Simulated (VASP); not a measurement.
# PbF2 (Aea2) in VASP: single point with PBE

Aim: the single point of PbF2 with PBE.

All numbers are computed with VASP 6.6.1; they aren't measurements. Logs are shortened: lines on timing, memory, paths and dates and some standing lists are left out, and cuts for length are marked.

## Step 1: The crystal as given

It takes space group Aea2 (No. 41, orthorhombic). The conventional cell has a = 6.024 Å, b = 6.004 Å, c = 6.023 Å, α = 90.00°, β = 90.00°, γ = 90.00°. Around Pb (site symmetry 2) lie 8 F at 2.54 to 2.72 Å. F (site symmetry 1) is surrounded by 4 Pb at 2.54 to 2.72 Å.

The cell is a database's computed one.

## Step 2: Single point, PBE

The input, INCAR:

```
SYSTEM = PbF2
ALGO = Fast ; EDIFF = 1E-6
ENCUT = 520 ; GGA = PE
ISIF = 2 ; ISMEAR = -1
LASPH = .TRUE. ; LCHARG = .FALSE.
LREAL = .FALSE. ; LWAVE = .FALSE.
NBANDS = 37 ; NELM = 80
PREC = Accurate ; SIGMA = 0.02
```

The input, KPOINTS:

```
k-points
0
G
  3 5 5
  0 0 0
```

The input, POSCAR:

```
PbF2
1.0
    6.0240560000      0.0000000000      0.0000000000
    0.0000000000      3.0020500000      3.0112850000
    0.0000000000     -3.0020500000      3.0112850000
Pb F
2 4
Direct
    0.5000000000      0.9774789998      0.9774789998
    0.0000000000      0.4774789998      0.4774789998
    0.7647730001      0.9736079995      0.4586659998
    0.2352269999      0.4586659998      0.9736079995
    0.7352269999      0.4736079995      0.9586659998
    0.2647730001      0.9586659998      0.4736079995
```

Potentials or basis: VASP PAW PBE potentials, release 64 (Pb_d, F).

On the command line:

```bash
> cat potpaw_PBE.64/Pb_d/POTCAR potpaw_PBE.64/F/POTCAR > POTCAR
> mpirun -np 1 vasp_std > vasp.out
```

OUTCAR:

```text
SYSTEM = PbF2
   EDIFF = 1E-6
   ENCUT = 520
   GGA = PE
   ISIF = 2
   ISMEAR = -1
   LASPH = .TRUE.
   LREAL = .FALSE.
   NELM = 80
   PREC = Accurate

 ion  position               nearest neighbor table
   1  0.500  0.977  0.977-   5 2.54   6 2.54   6 2.57   5 2.57   3 2.59   4 2.59   4 2.72   3 2.72

   2  0.000  0.477  0.477-   3 2.54   4 2.54   4 2.57   3 2.57   5 2.59   6 2.59   5 2.72   6 2.72

   3  0.765  0.974  0.459-   2 2.54   2 2.57   1 2.59   1 2.72
   4  0.235  0.459  0.974-   2 2.54   2 2.57   1 2.59   1 2.72
   5  0.735  0.474  0.959-   1 2.54   1 2.57   2 2.59   2 2.72
   6  0.265  0.959  0.474-   1 2.54   1 2.57   2 2.59   2 2.72

  LATTYP: Found a base centered orthorhombic cell.
 ALAT       =     6.0041000000
 B/A-ratio  =     1.0030762312
 C/A-ratio  =     1.0033237288

  Lattice vectors:

 A1 = (   0.0000000000,   3.0020500000,  -3.0112850000)
 A2 = (   0.0000000000,   3.0020500000,   3.0112850000)
 A3 = (   6.0240560000,   0.0000000000,   0.0000000000)

Analysis of symmetry for initial positions (statically):
=====================================================================
 Subroutine PRICEL returns:
 Original cell was already a primitive cell.

 Routine SETGRP: Setting up the symmetry group for a
 base centered orthorhombic supercell.

 Subroutine GETGRP returns: Found  4 space group operations
 (whereof  2 operations were pure point group operations)
 out of a pool of  8 trial point group operations.

The static configuration has the point symmetry C_2 .
 The point group associated with its full space group is C_2v.

Analysis of symmetry for dynamics (positions and initial velocities):
=====================================================================
 Subroutine PRICEL returns:
 Original cell was already a primitive cell.

 Routine SETGRP: Setting up the symmetry group for a
 base centered orthorhombic supercell.

 Subroutine GETGRP returns: Found  4 space group operations
 (whereof  2 operations were pure point group operations)
 out of a pool of  8 trial point group operations.

The dynamic configuration has the point symmetry C_2 .
 The point group associated with its full space group is C_2v.

 Subroutine INISYM returns: Found  4 space group operations
 (whereof  2 operations are pure point group operations),
 and found     1 'primitive' translations

----------------------------------------------------------------------------------------

                                     Primitive cell

  volume of cell :     108.9153

  direct lattice vectors                    reciprocal lattice vectors
     6.024056000  0.000000000  0.000000000     0.166001113  0.000000000  0.000000000
     0.000000000  3.002050000  3.011285000     0.000000000  0.166552856  0.166042072
     0.000000000 -3.002050000  3.011285000     0.000000000 -0.166552856  0.166042072

  length of vectors
     6.024056000  4.252074970  4.252074970     0.166001113  0.235180406  0.235180406

  position of ions in fractional coordinates (direct lattice)
     0.500000000  0.977479000  0.977479000
     0.000000000  0.477479000  0.477479000
     0.764773000  0.973607999  0.458666000
     0.235227000  0.458666000  0.973607999
     0.735227000  0.473607999  0.958666000
     0.264773000  0.958666000  0.473607999

  ion indices of the primitive-cell ions
   primitive index   ion index
                 1           1
                 2           2
                 3           3
                 4           4
                 5           5
                 6           6

----------------------------------------------------------------------------------------

 KPOINTS: k-points

Automatic generation of k-mesh.
 Grid dimensions read from file:
 generate k-points for:    3    5    5

 Generating k-lattice:

  Cartesian coordinates                     Fractional coordinates (reciprocal lattice)
     0.055333704  0.000000000  0.000000000     0.333333333  0.000000000  0.000000000
     0.000000000  0.033310571  0.033208414     0.000000000  0.200000000  0.000000000
     0.000000000 -0.033310571  0.033208414     0.000000000  0.000000000  0.200000000

  Length of vectors
     0.055333704  0.047036081  0.047036081

  Shift w.r.t. Gamma in fractional coordinates (k-lattice)
     0.000000000  0.000000000  0.000000000

 Subroutine IBZKPT returns following result:
 ===========================================

 Found     18 irreducible k-points:

 Following reciprocal coordinates:
            Coordinates               Weight
  0.000000  0.000000  0.000000      1.000000
  0.333333  0.000000  0.000000      2.000000
  0.000000  0.200000  0.000000      4.000000
  0.333333  0.200000  0.000000      8.000000
  0.000000  0.400000  0.000000      4.000000
  0.333333  0.400000  0.000000      8.000000
[... 10 lines left out ...]
  0.000000 -0.400000  0.400000      2.000000
  0.333333 -0.400000  0.400000      4.000000
   k-points           NKPTS =     18   k-points in BZ     NKDIM =     18   number of bands    NBANDS=     37
   number of dos      NEDOS =    301   number of ions     NIONS =      6
   total plane-waves  NPLWV =  49152
   dimension x,y,z NGX =    48 NGY =   32 NGZ =   32
   dimension x,y,z NGXF=    96 NGYF=   64 NGZF=   64
   ions per type =               2   4
   NGX,Y,Z   is equivalent  to a cutoff of  13.25, 12.51, 12.51 a.u.
   NGXF,Y,Z  is equivalent  to a cutoff of  26.49, 25.02, 25.02 a.u.
 SYSTEM =  PbF2
   PREC   = accura    normal or accurate (medium, high low for compatibility)
   ISTART =      0    job   : 0-new  1-cont  2-samecut
   ICHARG =      2    charge: 1-file 2-atom 10-const
   ISPIN  =      1    spin polarized calculation?
   LNONCOLLINEAR =      F non collinear calculations
   LSORBIT =      F    spin-orbit coupling
   LASPH  =      T    aspherical Exc in radial PAW
   ENCUT  =  520.0 eV  38.22 Ry    6.18 a.u.  11.20  7.91  7.91*2*pi/ulx,y,z
   NELM   =     80;   NELMIN=  2; NELMDL= -5     # of ELM steps
   EDIFF  = 0.1E-05   stopping-criterion for ELM
   LREAL  =      F    real-space projection
   EDIFFG = 0.1E-04   stopping-criterion for IOM
   NSW    =      0    number of steps for IOM
   IBRION =     -1    ionic relax: 0-MD 1-quasi-New 2-CG
   NFREE  =      0    steps in history (QN), initial steepest desc. (CG)
   ISIF   =      2    stress and relaxation
   ISYM   =      2    0-nonsym 1-usesym 2-fastsym
   POTIM  = 0.5000    time-step for ionic-motion
   TEBEG  =    0.0;   TEEND  =   0.0 temperature during run
   PSTRESS=    0.0 pullay stress
   NELECT =      56.0000    total number of electrons
   NUPDOWN=      -1.0000    fix difference up-down
   EMIN   =  10.00;   EMAX   =-10.00  energy-range for DOS
   EFERMI =   0.00;   METHOD = LEGACY
   ISMEAR =    -1;   SIGMA  =   0.02  broadening in eV -4-tet -1-fermi 0-gaus
   EFERMI_NEDOS =   21; number of points for ismear=-14 and -15
   IALGO  =     68    algorithm
   IMIX   =      4    mixing-type and parameters
     AMIX     =   0.40;   BMIX     =  1.00
     AMIX_MAG =   1.60;   BMIX_MAG =  1.00
  volume/ion in A,a.u.               =      18.15       122.50
  Fermi-wavevector in a.u.,A,eV,Ry     =   1.311519  2.478412 23.403137  1.720082
  Thomas-Fermi vector in A             =   2.441975
   LORBIT       =      0    0 simple, 1 ext, 2 COOP (PROOUT), +10 PAW based schemes
   GGA     = PE    functional components
   LHFCALC =     F    Hartree Fock is set to
   AEXX    =    0.0000 exact exchange contribution
   IVDW    =     0    specifies the selected vdW correction
   LEPSILON=     F    determine dielectric tensor
   LRPA    =     F    only Hartree local field effects (RPA)
 non-spin polarized calculation
 RMM-DIIS sequential band-by-band and
  energy-cutoff  :      520.00
  volume of cell :      108.92
 maximum number of plane-waves:      2946
 NGX is ok and might be reduce to    48
   NGX = 23   NGY = 15   NGZ = 15

 number of electron      56.0000004 magnetization

 Free energy of the ion-electron system (eV)
  ---------------------------------------------------
  ext. energy  EPLUGINS =         0.00000000
  ---------------------------------------------------
  free energy    TOTEN  =       -28.68460763 eV

  energy without entropy =      -28.68460763  energy(sigma->0) =      -28.68460763

 E-fermi :   1.8889     XC(G=0):  -9.1825

 val. band max:        1.3657165952   @ k =   0.3333  -0.4000   0.4000
 cond. band min:       5.7798994555   @ k =   0.0000   0.0000   0.0000
 fundamental gap:      4.4141828603
 Fermi energy:         1.8888910076

 k-point     1 :       0.0000    0.0000    0.0000
  band No.  band energies     occupation
      1     -19.4073      2.00000
      2     -19.1658      2.00000
      3     -19.0692      2.00000
      4     -18.8704      2.00000
      5     -13.0374      2.00000
      6     -13.0369      2.00000
[... 29 lines left out ...]
     36      11.8499      0.00000
     37      15.2547      0.00000

 k-point     2 :       0.3333    0.0000    0.0000
  band No.  band energies     occupation
      1     -19.3487      2.00000
      2     -19.2279      2.00000
      3     -19.0211      2.00000
      4     -18.9215      2.00000
      5     -13.0232      2.00000
      6     -13.0199      2.00000
[... 29 lines left out ...]
     36      13.1798      0.00000
     37      15.2007      0.00000

 k-point     3 :       0.0000    0.2000    0.0000
  band No.  band energies     occupation
      1     -19.3638      2.00000
      2     -19.1467      2.00000
      3     -19.0894      2.00000
      4     -18.9085      2.00000
      5     -13.0308      2.00000
      6     -13.0230      2.00000
[... 29 lines left out ...]
     36      13.1633      0.00000
     37      15.5938      0.00000
[... 521 lines left out ...]
 k-point    17 :       0.0000   -0.4000    0.4000
  band No.  band energies     occupation
      1     -19.1870      2.00000
      2     -19.1579      2.00000
      3     -19.0776      2.00000
      4     -19.0526      2.00000
      5     -13.0212      2.00000
      6     -13.0205      2.00000
[... 29 lines left out ...]
     36      10.8460      0.00000
     37      15.6121      0.00000

 k-point    18 :       0.3333   -0.4000    0.4000
  band No.  band energies     occupation
      1     -19.1600      2.00000
      2     -19.1320      2.00000
      3     -19.1052      2.00000
      4     -19.0791      2.00000
      5     -13.0143      2.00000
      6     -13.0131      2.00000
[... 29 lines left out ...]
     36      11.5397      0.00000
     37      16.1337      0.00000

------------------------ aborting loop because EDIFF is reached ----------------------------------------

  FORCE on cell =-STRESS in cart. coord.  units (eV):
  Direction    XX          YY          ZZ          XY          YZ          ZX
  --------------------------------------------------------------------------------------
  -------------------------------------------------------------------------------------
  Total       -0.3370434     -0.2539737     -0.3273948      0.0000000      0.0000000      0.0000000
  in kB       -4.9580128     -3.7360321     -4.8160791      0.0000000      0.0000000      0.0000000
  external PRESSURE =      -4.5033746 kB  Pullay stress =       0.0000000 kB

 VOLUME and BASIS-vectors are now :
 -----------------------------------------------------------------------------
  energy-cutoff  :      520.00
  volume of cell :      108.92
      direct lattice vectors                 reciprocal lattice vectors
     6.024056000  0.000000000  0.000000000     0.166001113  0.000000000  0.000000000
     0.000000000  3.002050000  3.011285000     0.000000000  0.166552856  0.166042072
     0.000000000 -3.002050000  3.011285000     0.000000000 -0.166552856  0.166042072

 POSITION                                       TOTAL-FORCE (eV/Angst)
 -----------------------------------------------------------------------------------
      3.01203      0.00000      5.88694         0.000000      0.000000     -0.045866
      0.00000      0.00000      2.87565         0.000000      0.000000     -0.045866
      4.60704      1.54588      4.31299        -0.048112     -0.038764      0.022933
      1.41702     -1.54588      4.31299         0.048112      0.038764      0.022933
      4.42905     -1.45617      4.31299         0.048112     -0.038764      0.022933
      1.59501      1.45617      4.31299        -0.048112      0.038764      0.022933
 -----------------------------------------------------------------------------------
    total drift:                                0.000000     -0.000001      0.003320

  FREE ENERGIE OF THE ION-ELECTRON SYSTEM (eV)
  ---------------------------------------------------
  free  energy   TOTEN  =       -28.6846076290 eV

  energy  without entropy=      -28.6846076290  energy(sigma->0) =      -28.68460763
```

It took 57 s on 1 thread of Intel Xeon Platinum 8488C (Sapphire Rapids), shared host; peak memory 0.23 GiB.

What came out:

```yaml
Free_energy: -28.6846 eV
Pressure: -0.5 GPa
Largest_force: 0.066 eV/Å
Band_gap_on_the_k_mesh: 4.41 eV
```

Forces on the atoms (eV/Å):
```
Pb   0.000  0.000 -0.046
Pb   0.000  0.000 -0.046
F   -0.048 -0.039  0.023
F    0.048  0.039  0.023
F    0.048 -0.039  0.023
F   -0.048  0.039  0.023
```

Caveat: spin-orbit coupling is left out, which as a rule narrows the gap of such compounds by several tenths of an eV; an odd mesh through Γ misses points on the zone boundary, where band edges often lie.
